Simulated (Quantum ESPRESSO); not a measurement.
Al in Quantum ESPRESSO: the effect of functional

Al:

```xyz
1
Lattice="-1.5912 1.5912 1.5912 1.5912 -1.5912 1.5912 1.5912 1.5912 -1.5912" Properties=species:S:1:pos:R:3 pbc="T T T"
Al    0.0000    0.0000    0.0000
```

This isn't the form of Al at room conditions, which is fcc.

Alike in all runs:

| Quantity | Value |
| --- | --- |
| Program | Quantum ESPRESSO 7.5 |
| Task | phonons |
| k mesh | 12 × 12 × 12 |
| Occupations | cold, width 0.2 eV |
| Spin | no spin polarisation |

Each run relaxes the cell or the atoms first.

```csv
functional,potentials or basis,cutoff,relaxed volume (Å³/atom),highest phonon frequency (cm⁻¹)
LDA,PseudoDojo 0.4.1 SR LDA standard,599 eV,16.16,315
PBEsol,PseudoDojo 0.4.1 SR PBEsol standard,544 eV,16.55,317
WC,PseudoDojo 0.4.1 SR PBE standard,544 eV,16.81,310
AM05,PseudoDojo 0.4.1 SR PBE standard,544 eV,?,?
revPBE,PseudoDojo 0.4.1 SR PBE standard,544 eV,16.90,307
vdW-DF-cx,PseudoDojo 0.4.1 SR PBE standard,544 eV,16.97,309
```

Question: What does the run with functional AM05 give?

Answer: Relaxed volume 16.42 Å³/atom; highest phonon frequency 329 cm⁻¹.

Caveats: some modes are imaginary; the potentials were made for another functional, which shifts forces and pressure (some runs).

Runs at the PBE level aren't shown here.
